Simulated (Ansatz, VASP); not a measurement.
## Cross-check of KI between VASP and Ansatz

One calculation is typed for both programs; each brings its own data sets and cutoff. How far apart do they land?

Calculated with Ansatz 0.2.0; plane waves, with VASP 6.6.1 beside it; single point at PBEsol and single point at LDA.

**1. The structure**

The structure is cubic, space group Fm-3m (No. 225). The conventional cell has a = 7.049 Å, b = 7.049 Å, c = 7.049 Å, α = 90.00°, β = 90.00°, γ = 90.00°. Nearest to I lie 6 K at 3.52 Å. Nearest to K lie 6 I at 3.52 Å. Farther neighbours and most contacts between anions are not listed.

**2. VASP: single point, PBEsol**

A single point gives forces, pressure and levels at one fixed geometry, so differences don't come from the geometry; what else differs is listed under the comparison.

Lines of VASP's logs that name or quote its potential files are left out, and so is its time.

Contents of INCAR:

```
SYSTEM = KI
PREC = Accurate
ENCUT = 400
EDIFF = 1E-05
NELM = 100
ISMEAR = 0
SIGMA = 0.05
LREAL = .FALSE.
ALGO = Normal
GGA = PS
NBANDS = 14
LORBIT = 11
LWAVE = .FALSE.
LCHARG = .FALSE.
KPAR = 4
```

Contents of POSCAR:

```
KI
1.0
    0.0000000000      3.5245500000      3.5245500000
    3.5245500000      0.0000000000      3.5245500000
    3.5245500000      3.5245500000      0.0000000000
I K
1 1
Direct
    0.5000000000      0.5000000000      0.5000000000
    0.0000000000      0.0000000000      0.0000000000
```

Contents of KPOINTS:

```
Automatic mesh
0
Gamma
6 6 6
0 0 0
```

The projector-augmented-wave data sets are I and K_sv (PBE family, release 64).

Launch:

```bash
mpirun -np 4 vasp_std
```

Numbers of over 12 decimals in the logs are rounded to 6 here.

What it wrote:

```text
[banner, memory and clock lines left out]
running    4 mpi-ranks, on    1 nodes
 distrk:  each k-point on    1 cores,    4 groups
 distr:  one band on    1 cores,    1 groups

 POSCAR found type information on POSCAR I K
 POSCAR found :  2 types and       2 ions
|                                                                             |
|               ----> ADVICE to this user running VASP <----                  |
|                                                                             |
|     You enforced a specific xc type in the INCAR file but a different       |
|     [... a line on the potential file left out ...]
|     I HOPE YOU KNOW WHAT YOU ARE DOING!                                     |
|                                                                             |

 LDA part: xc-table for (Slater+PW92), standard interpolation
 POSCAR, INCAR and KPOINTS ok, starting setup
 FFT: planning ... GRIDC
 FFT: planning ... GRID_SOFT
 FFT: planning ... GRID
 WAVECAR not read
 entering main loop
       N       E                     dE             d eps       ncg     rms          rms(c)
DAV:   1     0.771519738369E+02    0.77152E+02   -0.56109E+03   448   0.789E+02
DAV:   2    -0.123452367229E+01   -0.78386E+02   -0.73307E+02   566   0.204E+02
DAV:   3    -0.568244462042E+01   -0.44479E+01   -0.44299E+01   642   0.422E+01
DAV:   4    -0.589887176274E+01   -0.21643E+00   -0.21638E+00   704   0.886E+00
DAV:   5    -0.590018162167E+01   -0.13099E-02   -0.13098E-02   612   0.705E-01    0.299E+00
DAV:   6    -0.581825404773E+01    0.81928E-01   -0.97248E-02   526   0.209E+00    0.215E+00
DAV:   7    -0.581128898008E+01    0.69651E-02   -0.11373E-01   556   0.185E+00    0.863E-01
DAV:   8    -0.581539319863E+01   -0.41042E-02   -0.14209E-02   520   0.891E-01    0.239E-01
DAV:   9    -0.581524277108E+01    0.15043E-03   -0.63649E-04   596   0.155E-01    0.932E-02
DAV:  10    -0.581551637765E+01   -0.27361E-03   -0.40524E-04   490   0.996E-02    0.755E-02
DAV:  11    -0.581552763974E+01   -0.11262E-04   -0.69279E-05   510   0.490E-02    0.105E-02
DAV:  12    -0.581552816684E+01   -0.52710E-06   -0.30425E-06   416   0.141E-02
   1 F= -.58155282E+01 E0= -.58155282E+01  d E =-.371830E-18
```

Parts of OUTCAR (step 2):

```text
ion  position               nearest neighbor table
   1  0.500  0.500  0.500-   2 3.52   2 3.52   2 3.52   2 3.52   2 3.52   2 3.52
   2  0.000  0.000  0.000-   1 3.52   1 3.52   1 3.52   1 3.52   1 3.52   1 3.52

  LATTYP: Found a face centered cubic cell.
 ALAT       =     7.0491000000

 Subroutine GETGRP returns: Found 48 space group operations
 (whereof 48 operations were pure point group operations)

The static configuration has the point symmetry O_h .

 Found     16 irreducible k-points:

   k-points           NKPTS =     16   k-points in BZ     NKDIM =     16   number of bands    NBANDS=     14

   dimension x,y,z NGX =    36 NGY =   36 NGZ =   36
   dimension x,y,z NGXF=    72 NGYF=   72 NGZF=   72

   ENCUT  =  400.0 eV  29.40 Ry    5.42 a.u.   8.13  8.13  8.13*2*pi/ulx,y,z

   NELECT =      16.0000    total number of electrons

 k-points in reciprocal lattice and weights: Automatic mesh
   0.00000000  0.00000000  0.00000000       0.005
   0.16666667  0.00000000  0.00000000       0.037
   0.33333333  0.00000000  0.00000000       0.037
   0.50000000  0.00000000  0.00000000       0.019
   0.16666667  0.16666667  0.00000000       0.028
   0.33333333  0.16666667  0.00000000       0.111
   0.50000000  0.16666667  0.00000000       0.111
  -0.33333333  0.16666667  0.00000000       0.111
  -0.16666667  0.16666667  0.00000000       0.056
[...]
-0.33333333  0.33333333  0.16666667       0.111
  -0.33333333  0.50000000  0.16666667       0.056

 average (electrostatic) potential at core
       1 -94.0453       2 -35.9938

 E-fermi :  -0.1786

 k-point     1 :       0.0000    0.0000    0.0000
  band No.  band energies     occupation
    ...
      4     -12.3399      2.00000
      5     -11.0206      2.00000
      6      -0.4727      2.00000
      7      -0.4727      2.00000
      8      -0.4727      2.00000
      9       3.3550      0.00000
     10       5.9518      0.00000
     11       5.9518      0.00000
     12       5.9518      0.00000
     13       6.6973      0.00000
    ...

 k-point     2 :       0.1667    0.0000    0.0000
  band No.  band energies     occupation
    ...
      4     -12.3405      2.00000
      5     -10.9401      2.00000
      6      -0.9098      2.00000
      7      -0.5667      2.00000
      8      -0.5667      2.00000
      9       3.9920      0.00000
     10       5.8568      0.00000
     11       6.2469      0.00000
     12       6.2469      0.00000
     13       7.0186      0.00000
    ...

 k-point     3 :       0.3333    0.0000    0.0000
  band No.  band energies     occupation
    ...
      4     -12.3417      2.00000
      5     -10.7894      2.00000
      6      -1.5679      2.00000
      7      -0.7404      2.00000
      8      -0.7404      2.00000
      9       4.7509      0.00000
     10       6.4619      0.00000
     11       6.9599      0.00000
     12       6.9599      0.00000
     13       7.8626      0.00000
    ...

  Total       -0.0937407     -0.0937407     -0.0937407      0.0000000     -0.0000000      0.0000000
  in kB       -1.7151320     -1.7151320     -1.7151320      0.0000000     -0.0000000      0.0000000
  external PRESSURE =      -1.7151320 kB  Pullay stress =       0.0000000 kB

  energy-cutoff  :      400.00
  volume of cell :       87.57
      direct lattice vectors                 reciprocal lattice vectors
     0.000000000  3.524550000  3.524550000    -0.141862082  0.141862082  0.141862082
     3.524550000  0.000000000  3.524550000     0.141862082 -0.141862082  0.141862082
     3.524550000  3.524550000  0.000000000     0.141862082  0.141862082 -0.141862082

 POSITION                                       TOTAL-FORCE (eV/Angst)
 -----------------------------------------------------------------------------------
      3.52455      3.52455      3.52455         0.000000      0.000000     -0.000000
      0.00000      0.00000      0.00000        -0.000000     -0.000000      0.000000
 -----------------------------------------------------------------------------------
    total drift:                                0.000000      0.000000      0.000000

  FREE ENERGIE OF THE ION-ELECTRON SYSTEM (eV)
  ---------------------------------------------------
  free  energy   TOTEN  =        -5.8155281668 eV

  energy  without entropy=       -5.8155281668  energy(sigma->0) =       -5.81552817

 total charge
# of ion       s       p       d       tot
------------------------------------------
    1        1.491   2.841   0.001   4.334
    2        1.956   5.563   0.024   7.543
--------------------------------------------------
tot          3.447   8.404   0.025  11.877

[... 3 further parts left out ...]
```

The run ends at a pressure of -0.17 GPa.

**3. Ansatz: single point, PBEsol**

Ansatz runs on its default PAW (the set named soft_2) files.

The same cell, functional, mesh and smearing now go to Ansatz, which takes its cutoff from its data sets.

Contents of input.yaml:

```yaml
crystal:
  lattice:
    - [0.0, 3.52455, 3.52455]
    - [3.52455, 0.0, 3.52455]
    - [3.52455, 3.52455, 0.0]
  atoms:
    - { symbol: I, position: [0.5, 0.5, 0.5] }
    - { symbol: K, position: [0.0, 0.0, 0.0] }
hamiltonian:
  xc: pbesol
  pseudopotentials: { kind: paw }
kpoints:
  mp_grid: { grid: [6, 6, 6] }
scf:
  occupations: { method: gaussian, width: 0.05 }
  n_extra_bands: 4
output:
  forces: true
  stress: true
  eigenvalues: true
```

Launch:

```bash
ansatz run input.yaml --threads 2 --pin off --max-ram 4608MiB --backend cpu --events-out ev --progress --plain --runs-dir out
```

What it wrote:

```text
scf.n_extra_bands = 4 over 13 filled bands (N_el = 26.0): the run solves 17 bands
Engine: ansatz 0.2.0, aarch64-unknown-linux-gnu
Pseudopotentials: kind: paw
Pseudopotential: I, paw, valence charge 17, recommended cutoff 420 eV (normal), I.paw.azcp
Pseudopotential: K, paw, valence charge 9, recommended cutoff 420 eV (normal), K.paw.azcp
Functional definition: PBEsol
  exchange = pbesol_x
  correlation = pbesol_c
Crystal: 2 atoms, lattice volume = 87.567 Å³
Basis set: ecut = 420 eV, 1687 PW (Γ), exchange–correlation on 72×72×72 points (8 copies of the dense FFT grid, shifted against one another)
Bands: 17, of which v1, the nominal top of the filled ones, is band 13 counted from 1 (12 counted from 0)
Symmetry: 48 space group operations
Space group: Fm-3m (ITA 225), of the structure as read, at distance tolerance 4.4e-5 Å
k-points: 16 of 216
Non-local potential: I, projectors of the file, l = 0: 2, l = 1: 2, l = 2: 2, l = 3: 2
Non-local potential: K, projectors of the file, l = 0: 3, l = 1: 2, l = 2: 2
PAW form: soft (Blöchl's): semilocal exchange-correlation on the pseudo side does not see the compensation charge
PAW frozen core: I, regenerated for the run's functional, and the local potential with it (the file was generated under x = pbe(κ = 0.804, μ = 0.219515), c = pbe(β = 0.066725))
PAW frozen core: K, regenerated for the run's functional, and the local potential with it (the file was generated under x = pbe(κ = 0.804, μ = 0.219515), c = pbe(β = 0.066725))
PAW one-centre angular grid: I, 590 points (default); XC on 64 Gauss nodes
PAW one-centre angular grid: K, 110 points (default); XC on 64 Gauss nodes
Initial density: superposition of atomic densities (neutral atoms: chi_scale 0, normalization atom), corrected by the library's trained network
Initial wavefunctions: pseudopotential atomic-orbital guess
Functional: x = pbesol(κ = 0.804, μ = 0.123457), c = pbesol(β = 0.046)
SCF iter   1: F=—  HF=-8951.255736 eV  |F-HF|=—  |Δ(HF+E_count)|=         —  Δρ=1.81e-3  dr2=2.00e-3  ethr=1.77e-3  ⟨swp⟩=7.0  Hψ=1578  notcnv=0
preconditioner: auto → none  [insulator: Δε(μ)=3.829 eV  Ē_g=13.623 eV  σ=0.050 eV  W_gap=1.00  n_scr=14 (ndim 8)  ℏωp=14.8 eV  f_vac=0.135  D(μ)=0.00/eV (n_scr^D=0)  ε∞_Penn≈2.2]
SCF iter   2: F=—  HF=-8951.254169 eV  |F-HF|=—  |Δ(HF+E_count)|=   1.57e-3  Δρ=8.32e-4  dr2=3.64e-4  ethr=7.69e-6  ⟨swp⟩=2.0  Hψ=624  notcnv=0
SCF iter   3: F=—  HF=-8951.254213 eV  |F-HF|=—  |Δ(HF+E_count)|=   4.42e-5  Δρ=3.01e-4  dr2=1.24e-4  ethr=1.40e-6  ⟨swp⟩=2.0  Hψ=480  notcnv=0
SCF iter   4: F=—  HF=-8951.254155 eV  |F-HF|=—  |Δ(HF+E_count)|=   5.82e-5  Δρ=1.08e-4  dr2=5.61e-6  ethr=4.76e-7  ⟨swp⟩=2.0  Hψ=480  notcnv=0
SCF iter   5: F=—  HF=-8951.254154 eV  |F-HF|=—  |Δ(HF+E_count)|=   8.94e-7  Δρ=1.76e-5  dr2=3.69e-7  ethr=2.16e-8  ⟨swp⟩=2.0  Hψ=480  notcnv=0
SCF iter   6: F=-8951.254154 eV  HF=-8951.254154 eV  |F-HF|=2.32e-9  |Δ(HF+E_count)|=   1.13e-7  Δρ=1.81e-6  dr2=2.10e-9  ethr=3.85e-10  ⟨swp⟩=7.2  Hψ=1288  notcnv=0
SCF 1 converged in 6 iterations: F = -8951.254154 eV  dr2 = 2.10e-9
  greatest PAW one-centre occupation: 0.999 electrons in one spin orbital (limit 2), on the I atom at site 0 (counted from 0), in its partial waves of l = 2
SCF converged after 6 iterations
Free energy (F): -8951.254154 eV
Harris-Foulkes:  -8951.254154 eV  (|F-HF|=2.32e-9)
Internal energy: -8951.254154 eV  (E = F + TS)
E sigma→0 (E₀):  -8951.254154 eV
Fermi energy:    4.142623 eV
--- Per-component energies (eV) ---
  E_band       = -521.534464
  E_kinetic    = 442.973079
  E_local      = -2824.232292  (includes V_loc(G=0)·N_el)
  E_nonlocal   = -74.603630
  E_hartree    = 1337.128777
  E_xc         = -260.532323
  E_vxc        = -291.954567  (∫ρ·V_xc dr)
  E_paw        = -5499.248482  (= ΣΔE_a)
  E_vpaw       = -447.976271  (= ΣTr[D̂ρ^β])
  E_aug_tail   = 0.000005  (compensation charges beyond the density's cutoff)
  E_ewald      = -2073.259316
  E_core_change = 0.520027  (= ΣΔE_core)
  E_smearing   = -0.000000  (= −TS)
  E_closure    = -0.000000  (closes the sum)
  Σ components = -8951.254154   (vs F -8951.254154, Δ=0.00e0)
--- Forces (eV/Å), atoms counted from 1 ---
  atom   1  I      0.00000000     0.00000000     0.00000000
  atom   2  K     -0.00000000     0.00000000    -0.00000000
  max |Σ_I F_I| component: 5.45e-29 eV/Å
--- Stress (GPa, compression-positive) ---
       -0.209005      -0.000000       0.000000
       -0.000000      -0.209005      -0.000000
       -0.000000      -0.000000      -0.209005
  P = ⅓ Tr σ = -0.2090 GPa (-2.090 kbar)
--- Band table (eV; the first three rows and the last of 16) ---
  k-point 0: bands = [... 9 lower, -8.3273, 2.2256, 2.2256, 2.2256, 6.0589, 8.6642, 8.6642, 8.6642]
  k-point 1: bands = [... 9 lower, -8.2469, 1.7898, 2.1317, 2.1317, 6.6951, 8.5670, 8.9586, 8.9586]
  k-point 2: bands = [... 9 lower, -8.0965, 1.1335, 1.9582, 1.9582, 7.4561, 9.1661, 9.6712, 9.6712]
  k-point 15: bands = [... 9 lower, -8.1302, 1.3273, 1.6457, 1.6646, 7.7941, 8.5655, 9.5482, 10.4909]
```

Elapsed: 1.7 s, on 2 threads of Arm Neoverse N1, shared host; peak memory 0.31 GiB; 3 s of CPU time.

The run ends at a pressure of -0.21 GPa.

**4. Differences**

Known differences besides the potentials themselves: the data sets hold 26 valence electrons in Ansatz (default PAW (the set named soft_2) files) and 16 in VASP; the cutoff is 420 eV in Ansatz and 400 eV in VASP; Ansatz makes its cores anew for this functional, VASP keeps those of its PBE data sets; VASP leaves aspherical gradient terms in its spheres out (LASPH is not set), Ansatz keeps them. Total energies have different zeros and are not compared.

Compared:

```csv
quantity,Ansatz,VASP,difference
pressure (GPa),-0.21,-0.17,-0.04
gap on the k mesh (eV),3.833,3.828,+0.006
```

A gap on the mesh is an upper bound, since the band edges may lie between its points. Ansatz's pressure holds a Pulay correction of 0.01 GPa; VASP's holds none.

**5. Ansatz: single point, LDA, volume scaled by 1.015**

With cell and atoms fixed, the geometry can't cause a difference; cores, projectors, grids and the points listed under the comparison can. The cell compared in this pair holds 80.76 Å³, against 87.57 Å³ for the pair before.

The cell is a member of a volume series, scaled by 1.015 from a relaxed one, so a pressure remains.

input.yaml, the sections that differ from step 3:

```yaml
crystal:
  lattice:
    - [0.0, 3.43068699, 3.43068699]
    - [3.43068699, 0.0, 3.43068699]
    - [3.43068699, 3.43068699, 0.0]
  atoms:
    - { symbol: I, position: [0.5, 0.5, 0.5] }
    - { symbol: K, position: [0.0, 0.0, 0.0] }
hamiltonian:
  xc: lda
  pseudopotentials: { kind: paw }
scf:
  occupations: { method: gaussian, width: 0.03 }
  n_extra_bands: 4
# kpoints, output: as in step 3
```

What it wrote:

```text
[...]
Crystal: 2 atoms, lattice volume = 80.756 Å³
Basis set: ecut = 420 eV, 1591 PW (Γ)
Bands: 17, of which v1, the nominal top of the filled ones, is band 13 counted from 1 (12 counted from 0)
Symmetry: 48 space group operations
[...]
k-points: 16 of 216
[...]
P = ⅓ Tr σ = -0.2937 GPa (-2.937 kbar)
--- Band table (eV; the first three rows and the last of 16) ---
  k-point 0: bands = [... 9 lower, -8.0305, 2.7292, 2.7292, 2.7292, 6.5479, 8.9815, 8.9815, 8.9815]
  k-point 1: bands = [... 9 lower, -7.8999, 2.2071, 2.6099, 2.6099, 7.2434, 8.9205, 9.3007, 9.3007]
  k-point 2: bands = [... 9 lower, -7.6762, 1.4409, 2.3931, 2.3931, 7.9277, 9.7342, 10.0904, 10.0904]
  k-point 15: bands = [... 9 lower, -7.7582, 1.6952, 2.0569, 2.0597, 8.1059, 9.1088, 10.0582, 11.1141]
[key lines of the parts left out:]
SCF converged after 6 iterations
Free energy (F): -8855.095711 eV
Fermi energy:    4.638686 eV
```

Elapsed: 1.6 s, on 2 threads; peak memory 0.29 GiB; 2.7 s of CPU time.

The run ends at a pressure of -0.29 GPa.

**6. VASP: single point, LDA, volume scaled by 1.015**

The same cell, functional (in two slightly different forms), mesh and smearing now go to VASP, with its own data sets and cutoff.

The input asks for a relaxation, which ended at its first step since no free force or stress exceeded the threshold; so it serves as a single point.

Contents of INCAR:

```
SYSTEM = KI
PREC = Accurate
ENCUT = 500
EDIFF = 1E-06
NELM = 100
ISMEAR = 0
SIGMA = 0.03
LREAL = .FALSE.
ALGO = Normal
GGA = CA
NBANDS = 14
LORBIT = 11
LWAVE = .FALSE.
LCHARG = .FALSE.
KPAR = 4
IBRION = 2
NSW = 30
ISIF = 4
EDIFFG = -0.01
```

Contents of POSCAR:

```
KI
1.0
    0.0000000000      3.4306869886      3.4306869886
    3.4306869886      0.0000000000      3.4306869886
    3.4306869886      3.4306869886      0.0000000000
I K
1 1
Direct
    0.5000000000      0.5000000000      0.5000000000
    0.0000000000      0.0000000000      0.0000000000
```

KPOINTS is that of step 2.

PAW data sets: I and K_sv (LDA family, release 64).

Launch:

```bash
mpirun -np 4 vasp_std
```

What it wrote:

```text
[banner, memory and clock lines left out]
running    4 mpi-ranks, on    1 nodes
[...]
LDA part: xc-table for (Slater(with rela. corr.)+CA(PZ))
 , standard interpolation
 POSCAR, INCAR and KPOINTS ok, starting setup
[...]
entering main loop
       N       E                     dE             d eps       ncg     rms          rms(c)
DAV:   1     0.944619726588E+02    0.94462E+02   -0.64131E+03   448   0.948E+02
DAV:   2    -0.121708444146E+00   -0.94584E+02   -0.86784E+02   574   0.238E+02
DAV:   3    -0.596739481784E+01   -0.58457E+01   -0.58192E+01   594   0.502E+01
DAV:   4    -0.625283203131E+01   -0.28544E+00   -0.28530E+00   772   0.103E+01
[...]
DAV:  10    -0.616532409876E+01   -0.38126E-04   -0.21880E-04   576   0.688E-02    0.866E-02
DAV:  11    -0.616531277900E+01    0.11320E-04   -0.68649E-05   502   0.487E-02    0.728E-03
DAV:  12    -0.616531291486E+01   -0.13586E-06   -0.25667E-06   546   0.125E-02
   1 F= -.61653129E+01 E0= -.61653129E+01  d E =-.616531E+01
[...]
reached required accuracy - stopping structural energy minimisation
```

OUTCAR, selected parts (step 6):

```text
  Total       -0.1218577     -0.1218577     -0.1218577      0.0000000      0.0000000      0.0000000
  in kB       -2.4176334     -2.4176334     -2.4176334      0.0000000      0.0000000      0.0000000
  external PRESSURE =      -2.4176334 kB  Pullay stress =       0.0000000 kB

 POSITION                                       TOTAL-FORCE (eV/Angst)
 -----------------------------------------------------------------------------------
      3.43069      3.43069      3.43069        -0.000000      0.000000     -0.000000
      0.00000      0.00000      0.00000         0.000000     -0.000000      0.000000
 -----------------------------------------------------------------------------------
    total drift:                                0.000000      0.000000      0.000000

  FREE ENERGIE OF THE ION-ELECTRON SYSTEM (eV)
  ---------------------------------------------------
  free  energy   TOTEN  =        -6.1653129149 eV

  energy  without entropy=       -6.1653129149  energy(sigma->0) =       -6.16531291

 reached required accuracy - stopping structural energy minimisation

[... 1 part as in an earlier step ...]

[... 2 further parts left out ...]
[key lines of the parts left out:]
E-fermi :   0.0882
```

(Part 1 of 2 ends here.)

[Lines on the potential files, build, host, timing and source positions are cut from VASP's logs without a mark.]

[Logs are printed without paths, hosts, clocks, repeated set-up lines and the standing remarks that a program may print on its own settings, such as how far it seeks lower states.]

[Hosts, paths, dates, database ids (printed as entryN), source tags and the programs' standing remarks are cut or masked in the printed files.]
